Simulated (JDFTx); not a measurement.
# ZnS (F-43m) in JDFTx: equation of state

Aim: energy against volume of ZnS in PBEsol, for its equilibrium volume and stiffness.

Everything below comes from runs of JDFTx 1.7.0 (patched build). Logs are shortened: lines on timing, memory, paths and dates and some standing lists are left out, and cuts for length are marked. The log counts tension as positive stress, the text compression.

**Measured values to compare with.**

From “Electronic, vibrational, and thermodynamic properties of ZnS (zincblende and rocksalt structure)”, 2009, arxiv:0911.5022, for a bulk crystal of ZnS: bulk modulus 76.9 GPa.

The runs below are set against these values where they give the same quantity.

## 1. The crystal as given

It takes space group F-43m (No. 216, cubic). The conventional cell has a = 5.404 Å, b = 5.404 Å, c = 5.404 Å, α = 90.00°, β = 90.00°, γ = 90.00°. Around Zn (site symmetry -43m) lie 4 S at 2.34 Å. S (site symmetry -43m) is surrounded by 4 Zn at 2.34 Å.

## 2. Equation of state, PBEsol, 18.54 Å³/atom (volume scaled by 0.94)

ZnS.in reads:

```
lattice \
    0.0000000000     5.0018058434     5.0018058434 \
    5.0018058434     0.0000000000     5.0018058434 \
    5.0018058434     5.0018058434     0.0000000000
coords-type Lattice
ion Zn     0.7500000000     0.7500000000     0.7500000000 1
ion S      0.0000000000     0.0000000000     0.0000000000 1

ion-species pseudo/Zn.upf
ion-species pseudo/S.upf
elec-cutoff 42 336
elec-ex-corr gga-PBEsol
kpoint-folding 9 9 9
elec-smearing Fermi 0.0018374661
elec-n-bands 19
electronic-SCF nIterations 100 energyDiffThreshold 1e-09
electronic-minimize nIterations 30 energyDiffThreshold 1e-7
forces-output-coords Cartesian

dump-name run.$VAR
dump End Ecomponents EigStats BandEigs Kpoints Forces Stress
```

Potentials or basis: PseudoDojo-SR-PBEsol-0.4.1-standard with smoothed tails.

On the command line:

```sh
$ jdftx -c 1 -i ZnS.in -o ZnS.out
```

What it wrote:

```text
*************** JDFTx 1.7.0 (patched build) ***************

Input parsed successfully to the following command list (including defaults):
[... the input with its defaults ...]

---------- Setting up symmetries ----------

Found 48 point-group symmetries of the bravais lattice
Found 24 space-group symmetries with basis
Applied RMS atom displacement 0 bohrs to make symmetries exact.

---------- Initializing the Grid ----------
R =
[            0      5.00181      5.00181  ]
[      5.00181            0      5.00181  ]
[      5.00181      5.00181            0  ]
unit cell volume = 250.271
G =
[  -0.628092   0.628092   0.628092  ]
[   0.628092  -0.628092   0.628092  ]
[   0.628092   0.628092  -0.628092  ]
Minimum fftbox size, Smin = [  60  60  60  ]
Chosen fftbox size, S = [  60  60  60  ]

---------- Initializing tighter grid for wavefunction operations ----------
R =
[            0      5.00181      5.00181  ]
[      5.00181            0      5.00181  ]
[      5.00181      5.00181            0  ]
unit cell volume = 250.271
G =
[  -0.628092   0.628092   0.628092  ]
[   0.628092  -0.628092   0.628092  ]
[   0.628092   0.628092  -0.628092  ]
Minimum fftbox size, Smin = [  44  44  44  ]
Chosen fftbox size, S = [  48  48  48  ]

---------- Exchange Correlation functional ----------
Initalized PBEsol GGA exchange.
Initalized PBEsol GGA correlation.

---------- Setting up pseudopotentials ----------
Width of ionic core gaussian charges (only for fluid interactions / plotting) set to 0

Reading pseudopotential file 'pseudo/Zn.upf':
  'Zn' pseudopotential, 'PBESOL' functional
  Generated using ONCVPSP code by D. R. Hamann
  20 valence electrons, 4 orbitals, 6 projectors, 1001 radial grid points, with lMax = 2
    3S    l: 0   occupation:  2.0   eigenvalue: -4.737836
    3P    l: 1   occupation:  6.0   eigenvalue: -3.059602
    3D    l: 2   occupation: 10.0   eigenvalue: -0.373698
    4S    l: 0   occupation:  2.0   eigenvalue: -0.220431
  Core radius for overlap checks: 1.79 bohrs.

Reading pseudopotential file 'pseudo/S.upf':
  'S' pseudopotential, 'PBESOL' functional
  Generated using ONCVPSP code by D. R. Hamann
  6 valence electrons, 2 orbitals, 6 projectors, 1001 radial grid points, with lMax = 2
    3S    l: 0   occupation:  2.0   eigenvalue: -0.631879
    3P    l: 1   occupation:  4.0   eigenvalue: -0.256451
  Core radius for overlap checks: 1.58 bohrs.

Initialized 2 species with 2 total atoms.

Folded 1 k-points by 9x9x9 to 729 k-points.

---------- Setting up k-points, bands, fillings ----------
Adding inversion symmetry to k-mesh for non-inversion-symmetric unit cell.
Reduced to 35 k-points under symmetry.
Computing the number of bands and number of electrons
Calculating initial fillings.
nElectrons:  26.000000   nBands: 19   nStates: 35

----- Setting up reduced wavefunction bases (one per k-point) -----
average nbasis = 3253.376 , ideal nbasis = 3253.707

---------- Setting up ewald sum ----------
Optimum gaussian width for ewald sums = 2.271734 bohr.
Real space sum over 1331 unit cells with max indices [  5  5  5  ]
Reciprocal space sum over 2197 terms with max indices [  6  6  6  ]

---------- Allocating electronic variables ----------
Initializing wave functions:  linear combination of atomic orbitals
Note: number of bands (19) exceeds available atomic orbitals (14)
Zn pseudo-atom occupations:   s ( 2 2 )  p ( 6 )  d ( 10 )
S pseudo-atom occupations:   s ( 2 )  p ( 4 )
	FillingsUpdate:  mu: +0.385812399  nElectrons: 26.000000
LCAOMinimize: Iter:   0  F: -216.6876501121904539  |grad|_K:  2.561e-03  alpha:  1.000e+00
	FillingsUpdate:  mu: +0.361074604  nElectrons: 26.000000
LCAOMinimize: Iter:   1  F: -216.7118911852624308  |grad|_K:  4.442e-05  alpha:  5.681e-01  linmin: -1.062e-01  cgtest:  4.468e-01
LCAOMinimize: Encountered beta<0, resetting CG.
	FillingsUpdate:  mu: +0.360973253  nElectrons: 26.000000
LCAOMinimize: Iter:   2  F: -216.7119016639145173  |grad|_K:  1.042e-05  alpha:  8.404e-01  linmin: -6.926e-04  cgtest:  4.558e-03
	FillingsUpdate:  mu: +0.361065748  nElectrons: 26.000000
LCAOMinimize: Iter:   3  F: -216.7119021137307016  |grad|_K:  9.409e-07  alpha:  6.561e-01  linmin: -1.299e-04  cgtest: -1.185e-02
	FillingsUpdate:  mu: +0.361057639  nElectrons: 26.000000
LCAOMinimize: Iter:   4  F: -216.7119021181143523  |grad|_K:  4.789e-08  alpha:  7.838e-01  linmin:  2.757e-04  cgtest: -1.817e-03
LCAOMinimize: Converged (|Delta F|<1.000000e-06 for 2 iters).

-------- Electronic minimization -----------
Will mix electronic density at each iteration.
	FillingsUpdate:  mu: +0.361057639  nElectrons: 26.000000
	FillingsUpdate:  mu: +0.350710050  nElectrons: 26.000000
SCF: Cycle:  0   F: -216.790286675901910   dF: -7.838e-02   |Residual|: 9.952e-02   |deigs|: 1.354e-01
	FillingsUpdate:  mu: +0.342387955  nElectrons: 26.000000
SCF: Cycle:  1   F: -216.801240660599404   dF: -1.095e-02   |Residual|: 4.103e-02   |deigs|: 1.571e-02
	FillingsUpdate:  mu: +0.339864458  nElectrons: 26.000000
SCF: Cycle:  2   F: -216.802057521701471   dF: -8.169e-04   |Residual|: 1.077e-02   |deigs|: 3.695e-03
	FillingsUpdate:  mu: +0.340782333  nElectrons: 26.000000
SCF: Cycle:  3   F: -216.802083100770488   dF: -2.558e-05   |Residual|: 3.469e-03   |deigs|: 1.444e-03
	FillingsUpdate:  mu: +0.341430194  nElectrons: 26.000000
SCF: Cycle:  4   F: -216.802088053466434   dF: -4.953e-06   |Residual|: 8.650e-04   |deigs|: 1.098e-03
	FillingsUpdate:  mu: +0.341428688  nElectrons: 26.000000
SCF: Cycle:  5   F: -216.802088497796234   dF: -4.443e-07   |Residual|: 4.193e-04   |deigs|: 2.963e-04
	FillingsUpdate:  mu: +0.341523961  nElectrons: 26.000000
SCF: Cycle:  6   F: -216.802088680700450   dF: -1.829e-07   |Residual|: 5.389e-05   |deigs|: 2.062e-04
	FillingsUpdate:  mu: +0.341521814  nElectrons: 26.000000
SCF: Cycle:  7   F: -216.802088723368939   dF: -4.267e-08   |Residual|: 2.638e-05   |deigs|: 1.407e-04
	FillingsUpdate:  mu: +0.341524227  nElectrons: 26.000000
SCF: Cycle:  8   F: -216.802088739586935   dF: -1.622e-08   |Residual|: 1.078e-05   |deigs|: 2.269e-04
	FillingsUpdate:  mu: +0.341524856  nElectrons: 26.000000
SCF: Cycle:  9   F: -216.802088744516908   dF: -4.930e-09   |Residual|: 7.485e-06   |deigs|: 1.240e-04
	FillingsUpdate:  mu: +0.341525126  nElectrons: 26.000000
SCF: Cycle: 10   F: -216.802088746616192   dF: -2.099e-09   |Residual|: 3.556e-06   |deigs|: 1.613e-04
	FillingsUpdate:  mu: +0.341524785  nElectrons: 26.000000
SCF: Cycle: 11   F: -216.802088747261848   dF: -6.457e-10   |Residual|: 2.058e-06   |deigs|: 8.954e-05
	FillingsUpdate:  mu: +0.341524823  nElectrons: 26.000000
SCF: Cycle: 12   F: -216.802088747506247   dF: -2.444e-10   |Residual|: 1.498e-06   |deigs|: 7.210e-05
SCF: Converged (|Delta E|<1.000000e-09 for 2 iters).

Setting wave functions to eigenvectors of Hamiltonian

# Stress tensor in Cartesian coordinates [Eh/a0^3]:
[  -0.00010001            0            0  ]
[            0  -0.00010001            0  ]
[            0            0  -0.00010001  ]

# Ionic positions in lattice coordinates:
ion Zn   0.750000000000000   0.750000000000000   0.750000000000000 1
ion S   0.000000000000000   0.000000000000000   0.000000000000000 1

# Forces in Cartesian coordinates:
force Zn   0.000000000000000   0.000000000000000  -0.000000000000000 1
force S  -0.000000000000000  -0.000000000000000   0.000000000000000 1

# Energy components:
   Eewald =     -109.5336647269119510
       EH =       90.6337345983841658
     Eloc =     -225.4122454619368909
      Enl =      -46.4778160146794406
      Exc =      -25.4363753391715868
 Exc_core =        3.1912309601432973
       KE =       96.2330472366662519
-------------------------------------
     Etot =     -216.8020887475061613
       TS =        0.0000000000000935
-------------------------------------
        F =     -216.8020887475062466

IonicMinimize: Iter:   0  F: -216.802088747506247  |grad|_K:       -nan
IonicMinimize: None of the convergence criteria satisfied after 0 iterations.

#--- Lowdin population analysis ---
# oxidation-state Zn +1.273
# oxidation-state S -1.046

Dumping 'run.eigStats' ...
	eMin: -4.285772 at state 0 ( [ +0.000000 +0.000000 +0.000000 ] spin 0 )
	HOMO: +0.298998 at state 0 ( [ +0.000000 +0.000000 +0.000000 ] spin 0 )
	mu  : +0.341525
	LUMO: +0.381385 at state 0 ( [ +0.000000 +0.000000 +0.000000 ] spin 0 )
	eMax: +0.816363 at state 32 ( [ +0.111111 +0.444444 -0.444444 ] spin 0 )
	HOMO-LUMO gap: +0.082388
	Optical gap  : +0.082388 at state 0 ( [ +0.000000 +0.000000 +0.000000 ] spin 0 )
Done!
[note: the Lowdin charges miss the electrons that lie outside the files' atomic orbitals]
[note: mu as printed may lie anywhere between the filled and the empty levels]
```

Run time: 95 s. Hardware: 1 thread of AMD EPYC 7R43 (Zen 3), shared host; peak memory 0.15 GiB.

What came out:

| Property | Result |
| --- | --- |
| Free energy | -5899.4854 eV |
| Pressure | 2.9 GPa |
| Band gap on the k mesh | 2.24 eV, direct |

## 3. Equation of state, PBEsol, 18.94 Å³/atom (volume scaled by 0.96)

Changes to ZnS.in since step 2:

```diff
@@ -1,5 +1,5 @@
 lattice \
-    0.0000000000     5.0018058434     5.0018058434 \
-    5.0018058434     0.0000000000     5.0018058434 \
-    5.0018058434     5.0018058434     0.0000000000
+    0.0000000000     5.0370309888     5.0370309888 \
+    5.0370309888     0.0000000000     5.0370309888 \
+    5.0370309888     5.0370309888     0.0000000000
 coords-type Lattice
```

Potentials or basis: PseudoDojo-SR-PBEsol-0.4.1-standard with smoothed tails.

On the command line:

```sh
$ jdftx -c 1 -i ZnS.in -o ZnS.out
```

Run time: 88 s. Hardware: 1 thread of AMD EPYC 7R43 (Zen 3), shared host; peak memory 0.15 GiB.

Results (log left out):

```
Free energy            : -5899.4953 eV
Pressure               : 1.1 GPa
Band gap on the k mesh : 2.15 eV, direct
```

## 4. Equation of state, PBEsol, 19.33 Å³/atom (volume scaled by 0.98)

Changes to ZnS.in since step 3:

```diff
@@ -1,5 +1,5 @@
 lattice \
-    0.0000000000     5.0370309888     5.0370309888 \
-    5.0370309888     0.0000000000     5.0370309888 \
-    5.0370309888     5.0370309888     0.0000000000
+    0.0000000000     5.0717702314     5.0717702314 \
+    5.0717702314     0.0000000000     5.0717702314 \
+    5.0717702314     5.0717702314     0.0000000000
 coords-type Lattice
```

On the command line:

```sh
$ jdftx -c 1 -i ZnS.in -o ZnS.out
```

Run time: 86 s. Hardware: 1 thread of AMD EPYC 7R43 (Zen 3), shared host; peak memory 0.16 GiB.

It converged, with:

- Free energy: -5899.4965 eV
- Pressure: -0.6 GPa
- Band gap on the k mesh: 2.06 eV, direct

## 5. Equation of state, PBEsol, 19.73 Å³/atom

Changes to ZnS.in since step 4:

```diff
@@ -1,5 +1,5 @@
 lattice \
-    0.0000000000     5.0717702314     5.0717702314 \
-    5.0717702314     0.0000000000     5.0717702314 \
-    5.0717702314     5.0717702314     0.0000000000
+    0.0000000000     5.1060399887     5.1060399887 \
+    5.1060399887     0.0000000000     5.1060399887 \
+    5.1060399887     5.1060399887     0.0000000000
 coords-type Lattice
```

On the command line:

```sh
$ jdftx -c 1 -i ZnS.in -o ZnS.out
```

Wall time 87 s (1 thread of AMD EPYC 7R43 (Zen 3), shared host); peak memory 0.15 GiB.

The run converged. Its results:

```
Free energy            : -5899.4901 eV
Pressure               : -2.0 GPa
Band gap on the k mesh : 1.98 eV, direct
```

## 6. Equation of state, PBEsol, 20.12 Å³/atom (volume scaled by 1.02)

Changes to ZnS.in since step 5:

```diff
@@ -1,5 +1,5 @@
 lattice \
-    0.0000000000     5.1060399887     5.1060399887 \
-    5.1060399887     0.0000000000     5.1060399887 \
-    5.1060399887     5.1060399887     0.0000000000
+    0.0000000000     5.1398558085     5.1398558085 \
+    5.1398558085     0.0000000000     5.1398558085 \
+    5.1398558085     5.1398558085     0.0000000000
 coords-type Lattice
```

Potentials or basis: PseudoDojo-SR-PBEsol-0.4.1-standard with smoothed tails.

On the command line:

```sh
$ jdftx -c 1 -i ZnS.in -o ZnS.out
```

Run time: 87 s. Hardware: 1 thread of AMD EPYC 7R43 (Zen 3), shared host; peak memory 0.16 GiB.

Results (log left out):

| Quantity | Value |
| --- | --- |
| Free energy | -5899.4769 eV |
| Pressure | -3.3 GPa |
| Band gap on the k mesh | 1.89 eV, direct |

## 7. Equation of state, PBEsol, 20.52 Å³/atom (volume scaled by 1.04)

Changes to ZnS.in since step 6:

```diff
@@ -1,5 +1,5 @@
 lattice \
-    0.0000000000     5.1398558085     5.1398558085 \
-    5.1398558085     0.0000000000     5.1398558085 \
-    5.1398558085     5.1398558085     0.0000000000
+    0.0000000000     5.1732324308     5.1732324308 \
+    5.1732324308     0.0000000000     5.1732324308 \
+    5.1732324308     5.1732324308     0.0000000000
 coords-type Lattice
```

On the command line:

```sh
$ jdftx -c 1 -i ZnS.in -o ZnS.out
```

It took 92 s on 1 thread of AMD EPYC 7R43 (Zen 3), shared host; peak memory 0.16 GiB.

The run converged. Its results:

```yaml
Free_energy: -5899.4574 eV
Pressure: -4.5 GPa
Band_gap_on_the_k_mesh: 1.81 eV, direct
```

## 8. Equation of state, PBEsol, 20.91 Å³/atom (volume scaled by 1.06)

Changes to ZnS.in since step 7:

```diff
@@ -1,5 +1,5 @@
 lattice \
-    0.0000000000     5.1732324308     5.1732324308 \
-    5.1732324308     0.0000000000     5.1732324308 \
-    5.1732324308     5.1732324308     0.0000000000
+    0.0000000000     5.2061838443     5.2061838443 \
+    5.2061838443     0.0000000000     5.2061838443 \
+    5.2061838443     5.2061838443     0.0000000000
 coords-type Lattice
```

On the command line:

```sh
$ jdftx -c 1 -i ZnS.in -o ZnS.out
```

Run time: 1.9 min. Hardware: 1 thread of AMD EPYC 7R43 (Zen 3), shared host; peak memory 0.17 GiB.

Results (log left out):

| Quantity | Value |
| --- | --- |
| Free energy | -5899.4325 eV |
| Pressure | -5.6 GPa |
| Band gap on the k mesh | 1.73 eV, direct |

## 9. Equation of state, PBEsol

Potentials or basis: PseudoDojo-SR-PBEsol-0.4.1-standard with smoothed tails.

No new run: the results of the series are fitted here.

Results:

```yaml
Equilibrium_volume: 19.20 Å³/atom
Bulk_modulus: 79 GPa
Pressure_derivative_of_the_bulk_modulus: 4.4
```

Energy against volume, from the lowest point:
| volume (Å³/atom) | energy (meV/atom) |
| --- | --- |
| 18.543 | 5.58 |
| 18.938 | 0.64 |
| 19.332 | 0.00 |
| 19.727 | 3.20 |
| 20.121 | 9.84 |
| 20.516 | 19.55 |
| 20.910 | 32.01 |

## 10. How close it comes

Step 9. A measured bulk modulus of ZnS is 76.9 GPa (quoted in “Electronic, vibrational, and thermodynamic properties of ZnS (zincblende and rocksalt structure)”, 2009, arxiv:0911.5022); the calculated 79 GPa misses it by +2.5 %. The fit is for a static lattice scaled at fixed shape and fixed fractional positions.
